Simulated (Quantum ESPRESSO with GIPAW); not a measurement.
# Strain response of the 17O and 29Si NMR shieldings in SiO2 (I-42d), GIPAW with PBEsol

A rule of thumb for silica says that a wider Si-O-Si angle gives a more shielded 29Si nucleus, hence a lower chemical shift.

**Problem.** A crystal of SiO2 (I-42d) is stretched or compressed equally along all axes. How far do the 17O and 29Si shieldings move, and what strain would a shift of 1 ppm reveal? The answer matters wherever silica is held under stress, as in oxide layers and embedded grains, since NMR sees the local geometry directly.

The shieldings are calculated for static atoms on an absolute scale. Strain is counted from the starting cell, which comes from a model entry and is not stress-free at this level: among the rows, the energy is lowest at +1.5 %.

## How the numbers were made

One crystal, SiO2 (I-42d) (entry of the Crystallography Open Database; the COD entry is a model or a calculation, by its title), strained from its starting cell (the cell of the entry); all shielding runs share files, cutoffs and k divisions. Shieldings by GIPAW with PBEsol in Quantum ESPRESSO with gipaw.x (a patched development version 8.0), plane-wave PAW files from pslibrary 1.0.0 recipes, scalar-relativistic cores, no spin-orbit coupling, no spin; in these runs cutoffs 55 Ry, k spacing 0.32 Å⁻¹ (2π included) or finer. The macroscopic shape term was treated afterwards and alike for all rows, whichever way its switch stood in a run: any printed term was subtracted, and where a column says so that of a sphere was added from the printed susceptibility. Static atoms. The first shell of a cation holds the anions within 1.2 times its shortest bond (1.3 for large cations, and wider where that leaves a large cation fewer than four or five); that of an anion holds the cations whose shells include it; covalently bonded atoms count in both. Relaxed geometries were made with pw.x of Quantum ESPRESSO (PBEsol), at cutoffs of 50 Ry, on the k meshes 5×5×5, 6×6×6. k meshes of the tabled runs: 6×6×6. In some ground-state or relaxation runs pw.x warned of eigenvalues not converged in a step; every run reached its self-consistency threshold.

Notes on method and selection:

- Shielding and shift run in opposite directions: δ ≈ σ(reference) − σ.
- Static lattice: no motional averaging.
- Of the rows, the total energy is lowest at +1.5 % strain; zero strain is the starting cell.
- These shielding methods need a band gap: all members are semiconductors or insulators at this level. The paramagnetic part grows as the gap narrows, and semilocal functionals make gaps too small. Runs that missed the f-sum rule by more than 0.015 electrons for each three atoms, or whose printed susceptibility was strongly positive, were left out.
- Large forces on the atoms of an entry, or an entry that is itself a model, mean that the entry's geometry is no measured equilibrium structure.
- Runs that did not converge, have known faults or may not be shown are not listed, and runs on Ansatz's PAW sets soft_1 and soft_2 are kept to separate tables.

Columns:

- strain (%): linear strain, positive for tension: equal strain along all axes.
- bond length (Å): mean distance from O to its first shell.
- positions: atomic positions in the strained cell.
- σ(17O) (ppm): isotropic 17O shielding (bridging Si-O-Si, 138° in the unstrained cell, atom 3 of the cell), absolute scale, with the macroscopic shape term taken out.
- σ(29Si) (ppm): the same for 29Si (SiO4, Q4, atom 1).
- span, 17O (ppm): span of the 17O tensor, largest minus smallest principal value; the site is not axial about [001].
- axial part, 29Si (ppm): 29Si shielding for a field along [001] minus its isotropic value; the site is axial about [001].

Input lines of one member:

```
&inputgipaw
  job = 'nmr'
  prefix = 'x'
  tmp_dir = './tmp/'
  restart_mode = 'from_scratch'
  verbosity = 'low'
  q_gipaw = 0.01
  spline_ps = .true.
  conv_threshold = 1.0d-11
  use_nmr_macroscopic_shape = .false.
  pawproj(1) = .true.
  pawproj(2) = .true.
/
```

Command (options for logging and memory left out): `mpirun -np 4 gipaw.x -in nmr.in > nmr.out`

## Computed values

```
member      strain (%)  bond length (Å)  positions                              σ(17O) (ppm)  σ(29Si) (ppm)  span, 17O (ppm)  axial part, 29Si (ppm)  remark
−1.5 %      −1.500      1.6202           atoms relaxed in this cell             201.29        416.56         73.91            4.45                    the COD entry is a model or a calculation, by its title
−1.12 %     −1.125      1.6204           atoms relaxed in this cell             202.22        417.81         75.04            4.46                    the COD entry is a model or a calculation, by its title
−0.75 %     −0.750      1.6207           atoms relaxed in this cell             203.11        419.08         76.18            4.47                    the COD entry is a model or a calculation, by its title
unstrained  0.000       1.6212           relaxation in this cell moved no atom  ?             ?              ?                ?
+0.75 %     0.750       1.6218           atoms relaxed in this cell             206.30        424.46         80.99            4.54                    the COD entry is a model or a calculation, by its title
+1.5 %      1.500       1.6222           atoms relaxed in this cell             207.74        427.35         84.08            4.58                    the COD entry is a model or a calculation, by its title
```

Cells marked ? are withheld until the estimate has been made.

Least-squares fits to the members shown, with x = strain (%); R² and errors in the fitted variable (y, or ln y where the fit is in ln y):

```
y              members  fit                    R²    rms residual  leave-one-out rms  the same for the mean of the others
σ(17O) (ppm)   5        y = 204.61 + 2.1421 x  1.00  0.086         0.16               3.1
σ(29Si) (ppm)  5        y = 421.86 + 3.5958 x  1.00  0.083         0.16               5.2
```

## What drives the series

**Solution, response to strain.** Both shieldings rise from each row to the next as the cell expands, so both chemical shifts fall. Between the end rows the mean slopes are

- 17O: (207.74 − 201.29) / 3.0 = 2.15 ppm per % of strain
- 29Si: (427.35 − 416.56) / 3.0 = 3.60 ppm per %

A 29Si shift lower by 1 ppm therefore corresponds to a linear expansion of 1 / 3.60 = 0.28 %, and the same change for 17O to 1 / 2.15 = 0.47 %. Silicon is the more sensitive gauge, and its lines are also free of the quadrupolar broadening that affects 17O. A line position good to 0.1 ppm would resolve about 0.03 % of strain, provided that temperature and other causes of a shift are held fixed.

**Cause.** The Si-O bond lengthens by only 0.0020 Å over the whole series, so the framework takes up the strain by opening its hinges. With sin(θ/2) = d(Si-Si) / (2 d(Si-O)) and 138° in the unstrained cell, θ opens by about 4.1° between −1.5 % and zero strain and by about 4.5° between zero and +1.5 %, or 4.1 + 4.5 = 8.6° in all. The rule of thumb thus holds here in sign.

Most of the change lies in the paramagnetic part, the deshielding that arises when the field mixes occupied with empty states. A common explanation for silicon is that a wider angle puts more s character into the oxygen bond orbitals. The hybrid formula cos θ / (cos θ − 1) gives an s fraction that rises from about 0.41 to about 0.44 over the series, which would alter the polarity of the Si-O bond. The rows agree with this explanation in sign but do not test it.

For oxygen, the span grows by 84.08 − 73.91 = 10.17 ppm as the bridge straightens. A rise of the largest principal value alone would lift the mean by 10.17 / 3 = 3.39 ppm, well short of the 6.45 ppm found, so the other principal values must contribute too. The axial part of 29Si changes by only 0.13 ppm and is of little use as a strain gauge.

## A prediction

Plain estimates from the members shown:

- unstrained, fit at x = 0.000: 204.61 ppm
- unstrained, straight-line interpolation between −0.75 % and +0.75 %: w = (0.000 − (−0.750)) / (0.750 − (−0.750)) = 0.500, so 203.11 + 0.500 × (206.30 − 203.11) = 204.71 ppm

**Solution, 17O shielding of the unstrained cell.** The straight-line fit and the interpolation both ignore a visible curvature: the 17O slope falls from 0.93 / 0.375 = 2.48 ppm per % at the compressed end to 1.44 / 0.75 = 1.92 at the expanded end. The value at zero must then lie slightly above the chord between its neighbours.

A cubic through the four rows at ±0.75 % and ±1.5 % includes this curvature. At zero strain it gives

[4 × (203.11 + 206.30) − (201.29 + 207.74)] / 6 = 204.77 ppm,

which is 0.06 ppm above the interpolated 204.71.

The row at −1.125 %, not used in the cubic, serves as a test:

(35 × 201.29 + 70 × 203.11 − 14 × 206.30 + 5 × 207.74) / 96 = 202.22 ppm,

equal to the tabled value.

The structure gives no reason for a further shift. The unstrained bond length, 1.6212 Å, lies on the line of its neighbours to within about 0.0001 Å. At fixed Si-Si distance that margin is worth about 0.02° in the angle, or 0.02 ppm at 6.45 / 8.6 = 0.75 ppm per degree.

Parabolas through the rows at ±0.75 % and one end row give 203.11 + (206.30 − 201.29) / 3 = 204.78 ppm and 206.30 + (203.11 − 207.74) / 3 = 204.76 ppm, a spread of 0.02 ppm. Together with the margin from the angle, this makes a standard deviation of about 0.03 ppm.

**Committed estimate, unstrained: σ(17O) = 204.77 ± 0.03 ppm.**

## How the estimate fared

```
member      strain (%)  bond length (Å)  positions                              σ(17O) (ppm)  σ(29Si) (ppm)  span, 17O (ppm)  axial part, 29Si (ppm)  remark
unstrained  0.000       1.6212           relaxation in this cell moved no atom  204.80        421.73         78.46            4.50                    the COD entry is a model or a calculation, by its title
```

```
member      estimate       σ(17O) (ppm)  computed  estimate − computed  miss in error bars
unstrained  committed      204.77        204.80    −0.03                1.0
unstrained  fit            204.61        204.80    −0.19
unstrained  interpolation  204.71        204.80    −0.09
```

The computed shielding is 204.80 ppm. The estimate of 204.77 ppm is 0.03 ppm too low, a miss of one error bar. It comes closer than the interpolation (0.09 ppm too low) and the straight-line fit (0.19 ppm too low). The curvature argument held: the value lies above the chord between its neighbours, as the falling slope required.

This success tests the smoothness of the curve, not its cause. The new row also lets each half of the series be set against the Si-O-Si angle. With the openings of about 4.1° and 4.5° found above, the changes per degree in the compressed and expanded halves are

- 29Si: (421.73 − 416.56) / 4.1 = 1.26 and (427.35 − 421.73) / 4.5 = 1.25 ppm
- 17O: (204.80 − 201.29) / 4.1 = 0.86 and (207.74 − 204.80) / 4.5 = 0.65 ppm

Along this path the silicon shielding is thus nearly linear in the angle, with the sign that the rule of thumb gives, while the change of the oxygen shielding per degree becomes smaller.

These are not effects of the Si-O-Si angle alone. The picture of opening hinges that I used for the cause is incomplete, because the SiO4 tetrahedra bend as well. Symmetry holds each oxygen at a height of c/8 above or below its silicon neighbours, and the ratio of this height to the bond length is the cosine of half the O-Si-O angle that the c axis bisects. The height grows in step with the strain while the bond length hardly changes, so the ratio rises and that angle closes while the bridges open.

Both changes run together through every row, and the series cannot tell their shares apart. This applies to the growth of the 17O span and to the 0.75 ppm per degree used in the error bar as well. The agreement with the rule of thumb is therefore one of sign along this path, not a test of the bridge angle as the cause.

## Outliers

Least-squares fits to the whole series, with x = strain (%); R² and errors in the fitted variable (y, or ln y where the fit is in ln y):

```
y              members  fit                    R²    rms residual  leave-one-out rms  the same for the mean of the others
σ(17O) (ppm)   6        y = 204.65 + 2.1474 x  1.00  0.10          0.18               2.7
σ(29Si) (ppm)  6        y = 421.84 + 3.5921 x  1.00  0.090         0.16               4.5
```

Largest departures from the fit to the whole series:

```
member      σ(17O) (ppm)  fit     computed − fit  in rms residuals
unstrained  204.80        204.65  +0.15           1.4
−1.5 %      201.29        201.43  −0.14           1.3
+1.5 %      207.74        207.87  −0.13           1.3
−0.75 %     203.11        203.04  +0.07           0.7
```

No row stands out: the largest departure from the 17O line is 0.15 ppm, or 1.4 rms residuals. The signs follow a pattern, with the unstrained row above the line (+0.15 ppm) and the two end rows below it (−0.14 and −0.13 ppm). This is what a straight line leaves behind when it is laid through a gently bent curve.

## What to take away

Between −1.5 % and +1.5 % strain, both shieldings rise smoothly with expansion. A straight line predicts a left-out row to about 0.2 ppm for either nucleus, and for 17O a curve that includes the bend does better.

Along this strain path the bond length hardly changes, but the Si-O-Si angle and the shape of the SiO4 tetrahedra change together. A 29Si shift lower by 1 ppm then goes with a Si-O-Si angle wider by about 1 / 1.25 = 0.8°. That figure belongs to the combined distortion; where the tetrahedra keep their shape or bend in another way, the conversion may differ. For 17O the conversion depends on the starting point: 1 ppm corresponds to 1 / 2.48 = 0.40 % of strain at the compressed end and 1 / 1.92 = 0.52 % at the expanded end.

In a measured 17O spectrum, the second-order quadrupolar shift also moves the line of a bridging oxygen to lower shift, by an amount that depends on the field. It can exceed the whole range of the series, so it must be removed before a line position is read as strain.

[Logs are printed without paths, hosts, clocks, repeated set-up lines and the standing remarks that a program may print on its own settings, such as how far it seeks lower states.]
